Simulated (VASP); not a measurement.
# Pb: molecular dynamics with a thermostat

Pb, C2/m (no. 12), 16 atoms in the cell. PBE, molecular dynamics; PAW potentials Pb (PBE set).

Ensemble: Nose-Hoover; Target temperature (K): 600.

## Input

INCAR:
```
SYSTEM = Pb
GGA = PE
PREC = Normal
ENCUT = 200
EDIFF = 1E-6
NELMIN = 4
NELM = 60
ALGO = Fast
LREAL = Auto
LASPH = .TRUE.
ISMEAR = -1
SIGMA = 0.05
ISYM = 0
LWAVE = .FALSE.
LCHARG = .FALSE.
IBRION = 0
NSW = 60
POTIM = 4.0
TEBEG = 600
ISIF = 2
RANDOM_SEED = 862811 0 0
MDALGO = 2
SMASS = 0
KPAR = 2
```

KPOINTS:
```
k-points
0
Monkhorst-Pack
  1 2 2
```

POSCAR:
```
Pb
1.0
   12.1544272540      0.0000000000      0.0000000000
    0.0000000000      7.0012798400      0.0000000000
   -2.1154626375      0.0000000000      6.0952248674
Pb
16
Direct
    0.4542542050      0.0000000000      0.7262922000
    0.4542542050      0.5000000000      0.7262922000
    0.9542542050      0.0000000000      0.7262922000
    0.9542542050      0.5000000000      0.7262922000
    0.0457457950      0.0000000000      0.2737078000
    0.0457457950      0.5000000000      0.2737078000
    0.5457457950      0.0000000000      0.2737078000
    0.5457457950      0.5000000000      0.2737078000
    0.2042542050      0.2500000000      0.7262922000
    0.2042542050      0.7500000000      0.7262922000
    0.7042542050      0.2500000000      0.7262922000
    0.7042542050      0.7500000000      0.7262922000
    0.2957457950      0.2500000000      0.2737078000
    0.2957457950      0.7500000000      0.2737078000
    0.7957457950      0.2500000000      0.2737078000
    0.7957457950      0.7500000000      0.2737078000
```

Commands:
```
cat potpaw_PBE.64/Pb/POTCAR > POTCAR
mpirun -np 2 vasp_std > vasp.out
```

## Result

- Mean temperature (K): 615
- Rise of the mean potential energy above the start (meV/atom): 40.7
- Electronic steps per ionic step after the first: 4.2

Course of the run:

| Time (fs) | Temperature (K) | Potential energy less the first (meV/atom) |
|---|---|---|
| 4 | 599 | 0.0 |
| 24 | 578 | 2.9 |
| 40 | 555 | 6.9 |
| 60 | 533 | 13.9 |
| 76 | 526 | 21.1 |
| 96 | 536 | 32.2 |
| 112 | 565 | 42.1 |
| 132 | 631 | 54.1 |
| 148 | 700 | 62.0 |
| 168 | 762 | 68.4 |
| 184 | 756 | 70.0 |
| 204 | 684 | 67.8 |
| 220 | 612 | 63.5 |
| 240 | 543 | 56.9 |

REPORT:
```
MDALGO =   2
               SCALING =       0
                 CNEXP =     9.000   14.000
           RANDOM_SEED =            862811                0                0

   original number of atomic DOF:         45
   number of independent constraints:      0
   number of active DOF:                  45

========================================
         MD step No.       1
========================================

  Atomic velocities initialized by STEP_tb

  >Energies
                    E_tot             E_pot             E_kin               EPS                ES
   e_b>   -0.54672627E+02   -0.55834810E+02    0.11621835E+01    0.00000000E+00    0.00000000E+00

  >Temperature
               T_sim     T_inst
   tmprt>    600.000    599.400

  >Thermostat:
           s(n+1) sdot(n+1)      s(n)   sdot(n)        Qs
   s_b>  -0.00001  -0.00002   0.00000   0.00000   0.19708

           RANDOM_SEED =            862811               96                0

[... steps left out ...]

========================================
         MD step No.      60
========================================

  >Energies
                    E_tot             E_pot             E_kin               EPS                ES
   e_b>   -0.54671744E+02   -0.54925156E+02    0.10524517E+01    0.36510241E-01   -0.83554937E+00

  >Temperature
               T_sim     T_inst
   tmprt>    600.000    542.805

  >Thermostat:
           s(n+1) sdot(n+1)      s(n)   sdot(n)        Qs
   s_b>  -0.34007   0.01840  -0.35911   0.01968   0.19708

           RANDOM_SEED =            862811               96                0
```

OSZICAR:
```
N       E                     dE             d eps       ncg     rms          rms(c)
DAV:   1     0.166000859232E+03    0.16600E+03   -0.11491E+04   164   0.548E+02
DAV:   2    -0.365760870120E+02   -0.20258E+03   -0.19729E+03   215   0.118E+02
DAV:   3    -0.554610879318E+02   -0.18885E+02   -0.18123E+02   208   0.396E+01
DAV:   4    -0.559695429532E+02   -0.50846E+00   -0.50334E+00   208   0.730E+00
DAV:   5    -0.559867779185E+02   -0.17235E-01   -0.17219E-01   216   0.121E+00    0.188E+01
RMM:   6    -0.558878617536E+02    0.98916E-01   -0.38185E-02   164   0.614E-01    0.115E+01
RMM:   7    -0.558326849989E+02    0.55177E-01   -0.11296E-01   165   0.106E+00    0.650E-01
RMM:   8    -0.558347175470E+02   -0.20325E-02   -0.14944E-02   168   0.477E-01    0.237E-01
RMM:   9    -0.558348718951E+02   -0.15435E-03   -0.31453E-03   190   0.191E-01    0.103E-01
RMM:  10    -0.558348123374E+02    0.59558E-04   -0.41929E-04   182   0.668E-02    0.461E-02
RMM:  11    -0.558348180111E+02   -0.56737E-05   -0.85569E-05   176   0.340E-02    0.364E-02
RMM:  12    -0.558348049667E+02    0.13044E-04   -0.21658E-05   165   0.164E-02    0.402E-02
[... left out ...]
     59 T=   554. E= -.54671713E+02 F= -.54903171E+02 E0= -.54871244E+02  EK= 0.10735E+01 SP= -.88E+00 SK= 0.41E-01
[... last step whole ...]
       N       E                     dE             d eps       ncg     rms          rms(c)
DAV:   1    -0.549250738844E+02   -0.21904E-01   -0.21869E-03   287   0.849E-01    0.641E-02
RMM:   2    -0.549251426054E+02   -0.68721E-04   -0.74996E-04   164   0.749E-02    0.336E-02
RMM:   3    -0.549251534312E+02   -0.10826E-04   -0.13186E-04   176   0.325E-02    0.535E-03
RMM:   4    -0.549251557057E+02   -0.22745E-05   -0.23948E-05   173   0.141E-02    0.236E-03
RMM:   5    -0.549251561242E+02   -0.41852E-06   -0.49604E-06   118   0.653E-03
     60 T=   543. E= -.54671744E+02 F= -.54925156E+02 E0= -.54894431E+02  EK= 0.10525E+01 SP= -.84E+00 SK= 0.37E-01
```

Limits: 240 fs of 16 atoms are too short for converged averages.

VASP 6.6.1 took 730 s on 2 cores (Intel Xeon Platinum 8259CL @ 2.50GHz (Skylake/Cascade Lake)), a shared host.
